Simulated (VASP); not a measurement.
# Ti (P6_3/mmc) in VASP: notebook

The runs below take Ti through relaxation of cell and atoms, with PBE.

Program: VASP 6.6.1. These are calculated values, not measurements. Logs are shortened: lines on timing, memory, paths and dates and some standing lists are left out, and cuts for length are marked.

### Step 1. The structure

The structure is hexagonal, space group P6_3/mmc (No. 194). The conventional cell has a = 2.950 Å, b = 2.950 Å, c = 4.680 Å, α = 90.00°, β = 90.00°, γ = 120.00°. Around Ti (site symmetry -6m2) lie 12 Ti at 2.89 to 2.95 Å.

### Step 2. Relaxation of cell and atoms, PBE

File INCAR:

```
SYSTEM = Ti
PREC = Accurate
ENCUT = 350
EDIFF = 1E-7
ISMEAR = 0
SIGMA = 0.1
LREAL = .False.
LASPH = .True.
NELM = 100
ALGO = Fast
ISIF = 3
LWAVE = .False.
LCHARG = .False.
GGA = PE
IBRION = 2
NSW = 80
EDIFFG = -0.002
```

File KPOINTS:

```
regular mesh
0
Gamma
  18 18 10
  0 0 0
```

File POSCAR:

```
Ti
1.0
    2.9500000000      0.0000000000      0.0000000000
   -1.4750000000      2.5547749400      0.0000000000
    0.0000000000      0.0000000000      4.6800000000
Ti
2
Direct
    0.3333333300      0.6666666700      0.2500000000
    0.6666666700      0.3333333300      0.7500000000
```

Potentials or basis: VASP PAW PBE potentials, release 64 (Ti_sv).

Launch:

```console
$ cat potpaw_PBE.64/Ti_sv/POTCAR > POTCAR
$ mpirun -np 1 vasp_std > vasp.out
```

OUTCAR:

```text
SYSTEM = Ti
   PREC = Accurate
   ENCUT = 350
   EDIFF = 1E-7
   ISMEAR = 0
   LREAL = .False.
   LASPH = .True.
   NELM = 100
   ISIF = 3
   GGA = PE
   IBRION = 2
   NSW = 80
   EDIFFG = -0.002

 ion  position               nearest neighbor table
   1  0.333  0.667  0.250-   2 2.89   2 2.89   2 2.89   2 2.89   2 2.89   2 2.89
   2  0.667  0.333  0.750-   1 2.89   1 2.89   1 2.89   1 2.89   1 2.89   1 2.89

  LATTYP: Found a hexagonal cell.
 ALAT       =     2.9500000000
 C/A-ratio  =     1.5864406780

  Lattice vectors:

 A1 = (   2.9500000000,   0.0000000000,   0.0000000000)
 A2 = (  -1.4750000000,   2.5547749400,   0.0000000000)
 A3 = (   0.0000000000,   0.0000000000,   4.6800000000)

Analysis of symmetry for initial positions (statically):
=====================================================================
 Subroutine PRICEL returns:
 Original cell was already a primitive cell.

 Routine SETGRP: Setting up the symmetry group for a
 hexagonal supercell.

 Subroutine GETGRP returns: Found 24 space group operations
 (whereof 12 operations were pure point group operations)
 out of a pool of 24 trial point group operations.

The static configuration has the point symmetry D_3d.
 The point group associated with its full space group is D_6h.

Analysis of symmetry for dynamics (positions and initial velocities):
=====================================================================
 Subroutine PRICEL returns:
 Original cell was already a primitive cell.

 Routine SETGRP: Setting up the symmetry group for a
 hexagonal supercell.

 Subroutine GETGRP returns: Found 24 space group operations
 (whereof 12 operations were pure point group operations)
 out of a pool of 24 trial point group operations.

The dynamic configuration has the point symmetry D_3d.
 The point group associated with its full space group is D_6h.

 Subroutine INISYM returns: Found 24 space group operations
 (whereof 12 operations are pure point group operations),
 and found     1 'primitive' translations

----------------------------------------------------------------------------------------

                                     Primitive cell

  volume of cell :      35.2712

  direct lattice vectors                    reciprocal lattice vectors
     2.950000000  0.000000000  0.000000000     0.338983051  0.195711956  0.000000000
    -1.475000000  2.554774940  0.000000000     0.000000000  0.391423911  0.000000000
     0.000000000  0.000000000  4.680000000     0.000000000  0.000000000  0.213675214
[... 113 lines left out ...]
   LEPSILON=     F    determine dielectric tensor
   LRPA    =     F    only Hartree local field effects (RPA)
 conjugate gradient relaxation of ions
 non-spin polarized calculation
 RMM-DIIS sequential band-by-band and
 Gauss-broadening in eV      SIGMA  =   0.10
  energy-cutoff  :      350.00
  volume of cell :       35.27
 maximum number of plane-waves:       542
 NGX is ok and might be reduce to    18
   NGX =  9   NGY =  9   NGZ = 15

--------------------------------------- Ionic step        1  -------------------------------------------

 number of electron      23.9999982 magnetization

 Free energy of the ion-electron system (eV)
  ---------------------------------------------------
  ext. energy  EPLUGINS =         0.00000000
  ---------------------------------------------------
  free energy    TOTEN  =       -15.64280349 eV

  energy without entropy =      -15.63316945  energy(sigma->0) =      -15.63798647

------------------------ aborting loop because EDIFF is reached ----------------------------------------

  FORCE on cell =-STRESS in cart. coord.  units (eV):
  Direction    XX          YY          ZZ          XY          YZ          ZX
  --------------------------------------------------------------------------------------
  -------------------------------------------------------------------------------------
  Total       -0.5353466     -0.5353466     -0.6050214      0.0000000      0.0000000      0.0000000
  in kB      -24.3178467    -24.3178467    -27.4827892      0.0000000      0.0000000      0.0000000
  external PRESSURE =     -25.3728275 kB  Pullay stress =       0.0000000 kB
[... 89 lines left out ...]
  FREE ENERGIE OF THE ION-ELECTRON SYSTEM (eV)
  ---------------------------------------------------
  free  energy   TOTEN  =       -15.6494303300 eV

  energy  without entropy=      -15.6401205326  energy(sigma->0) =      -15.64477543

[... ionic steps 4 to 12 ...]

--------------------------------------- Ionic step       13  -------------------------------------------

 number of electron      23.9999974 magnetization

------------------------ aborting loop because EDIFF is reached ----------------------------------------
[... 67 lines left out ...]
--------------------------------------- Ionic step       15  -------------------------------------------

 number of electron      23.9999975 magnetization

 Free energy of the ion-electron system (eV)
  ---------------------------------------------------
  ext. energy  EPLUGINS =         0.00000000
  ---------------------------------------------------
  free energy    TOTEN  =       -15.64944198 eV

  energy without entropy =      -15.64013415  energy(sigma->0) =      -15.64478807

 E-fermi :   8.4468     XC(G=0): -11.5379

 val. band max:        8.4361254386   @ k =   0.3333   0.1667   0.4000
 cond. band min:       8.4602042619   @ k =   0.0556  -0.0000   0.5000
 fundamental gap:      0.0240788233
 Fermi energy:         8.4468386678

 k-point     1 :       0.0000    0.0000    0.0000
  band No.  band energies     occupation
      1     -48.3887      2.00000
      2     -48.2458      2.00000
      3     -25.0088      2.00000
      4     -24.3474      2.00000
      5     -24.3474      2.00000
      6     -24.2801      2.00000
[... 433 lines left out ...]
      3     -24.8017      2.00000
      4     -24.6950      2.00000
      5     -24.6807      2.00000
      6     -24.5174      2.00000
[... 8 lines left out ...]
     15       9.6167      0.00000
     16      11.5769      0.00000

 [... further k-points ...]

------------------------ aborting loop because EDIFF is reached ----------------------------------------

  FORCE on cell =-STRESS in cart. coord.  units (eV):
  Direction    XX          YY          ZZ          XY          YZ          ZX
  --------------------------------------------------------------------------------------
  -------------------------------------------------------------------------------------
  Total       -0.0033250     -0.0033250     -0.0024412      0.0000000     -0.0000000     -0.0000000
  in kB       -0.1546350     -0.1546350     -0.1135322      0.0000000     -0.0000000     -0.0000000
  external PRESSURE =      -0.1409341 kB  Pullay stress =       0.0000000 kB
[... 17 lines left out ...]
  FREE ENERGIE OF THE ION-ELECTRON SYSTEM (eV)
  ---------------------------------------------------
  free  energy   TOTEN  =       -15.6494419847 eV

  energy  without entropy=      -15.6401341524  energy(sigma->0) =      -15.64478807

 reached required accuracy - stopping structural energy minimisation
```

OSZICAR:

```text
N       E                     dE             d eps       ncg     rms          rms(c)
DAV:   1     0.216645011333E+03    0.21665E+03   -0.11178E+04  7112   0.147E+03
DAV:   2     0.856219013261E+01   -0.20808E+03   -0.20695E+03  7424   0.436E+02
[... 261 lines left out ...]
DAV:   1    -0.156494496830E+02   -0.76572E-05   -0.20837E-04  9872   0.215E-01    0.231E-02
RMM:   2    -0.156494417296E+02    0.79534E-05   -0.24685E-05  8048   0.626E-02    0.811E-03
RMM:   3    -0.156494414394E+02    0.29024E-06   -0.11945E-05  8566   0.303E-02    0.320E-03
RMM:   4    -0.156494417662E+02   -0.32680E-06   -0.29966E-06  8524   0.181E-02    0.134E-03
RMM:   5    -0.156494419081E+02   -0.14194E-06   -0.24099E-06  7639   0.115E-02    0.185E-03
RMM:   6    -0.156494419847E+02   -0.76655E-07   -0.86042E-07  6151   0.621E-03
  15 F= -.15649442E+02 E0= -.15644788E+02  d E =-.416135E-07
```

CONTCAR:

```text
Ti
   1.00000000000000
     2.9290026187962130   -0.0000000000000000    0.0000000000000000
    -1.4645013093981065    2.5365906744894300   -0.0000000000000000
     0.0000000000000000   -0.0000000000000000    4.6368188923273070
  Ti
     2
Direct
     0.3333333300000021    0.6666666699999979    0.2500000000000000
     0.6666666699999979    0.3333333300000021    0.7500000000000000

  0.00000000E+00  0.00000000E+00  0.00000000E+00
  0.00000000E+00  0.00000000E+00  0.00000000E+00
```

Run time: 15 min. Hardware: 1 thread of Intel Xeon Platinum 8259CL at 2.50GHz (Skylake/Cascade Lake), shared host; peak memory 0.2 GiB.

What came out:

- Free energy: -15.6494 eV
- Relaxed volume: 17.23 Å³/atom
- Relaxed cell: a = 2.929 Å, b = 2.929 Å, c = 4.637 Å, α = 90.00°, β = 90.00°, γ = 120.00°
- Space group after relaxing (to 0.05 Å): P6_3/mmc (No. 194)
- Energy gained by relaxing: 3.3 meV/atom
- Ionic steps: 15
- Pressure after relaxing: 0.0 GPa
- Band gap on the k mesh: none (metal or under the smearing width)

The path:
```
step  energy change (eV)  largest force (eV/Å)  pressure (GPa)  volume (Å³)
   1              0.0000                0.0000           -2.54        35.27
   2             -0.0031                0.0000            1.91        33.86
   3             -0.0066                0.0000            0.06        34.45
   4             -0.0066                0.0000           -0.04        34.47
   5             -0.0066                0.0000           -0.07        34.47
   6             -0.0066                0.0000           -0.07        34.47
   7             -0.0066                0.0000            0.01        34.44
   8             -0.0066                0.0000            0.01        34.45
   9             -0.0066                0.0000            0.02        34.45
  10             -0.0066                0.0000           -0.02        34.46
  11             -0.0066                0.0000           -0.03        34.46
  12             -0.0066                0.0000           -0.02        34.46
  13             -0.0066                0.0000           -0.02        34.46
  14             -0.0066                0.0000           -0.03        34.46
  15             -0.0066                0.0000           -0.01        34.45
```

Final structure:
```xyz
2
Lattice="2.9290 0.0000 0.0000 -1.4645 2.5366 0.0000 0.0000 0.0000 4.6368" Properties=species:S:1:pos:R:3 pbc="T T T"
Ti    0.0000    1.6911    1.1592
Ti    1.4645    0.8455    3.4776
```

### Step 3. Relaxation of cell and atoms, PBE

This run uses another cell than the first one, of 17.23 Å³/atom, 0.977 times its volume.

INCAR is that of step 2.

KPOINTS is that of step 2.

File POSCAR:

```
Ti                                      
1.0
    2.9290026188     -0.0000000000      0.0000000000
   -1.4645013094      2.5365906745     -0.0000000000
    0.0000000000     -0.0000000000      4.6368188923
  Ti            
     2
Direct
     0.3333333300000021    0.6666666699999979    0.2500000000000000
     0.6666666699999979    0.3333333300000021    0.7500000000000000
```

Potentials or basis: VASP PAW PBE potentials, release 64 (Ti_sv).

Launch:

```console
$ cat potpaw_PBE.64/Ti_sv/POTCAR > POTCAR
$ mpirun -np 1 vasp_std > vasp.out
```

Wall time 2.8 min (1 thread of Intel Xeon Platinum 8259CL at 2.50GHz (Skylake/Cascade Lake), shared host); peak memory 0.17 GiB.

The run converged. Its results:

```yaml
Free_energy: -15.6431 eV
Pressure_after_relaxing: 0.0 GPa
Band_gap_on_the_k_mesh: none (metal or under the smearing width)
```

Final structure:
```xyz
2
Lattice="2.9290 0.0000 0.0000 -1.4645 2.5366 0.0000 0.0000 0.0000 4.6368" Properties=species:S:1:pos:R:3 pbc="T T T"
Ti    0.0000    1.6911    1.1592
Ti    1.4645    0.8455    3.4776
```

Levels at points of the mesh, in eV from the Fermi level:
```
           k point  band 10  band 11  band 12  band 13  band 14  band 15
(0.00, 0.00, 0.00)    -2.70     0.77     0.77     0.78     0.88     1.27
(0.50, 0.00, 0.00)    -2.19    -1.88    -0.63     0.47     0.63     1.18
(0.00, 0.00, 0.50)    -4.32     0.08     0.08     0.67     0.67     0.67
(0.50, 0.00, 0.50)    -2.56    -0.83    -0.83     1.34     1.34     1.73
```

Caveat: the relaxation stopped at its first step, so nothing moved.
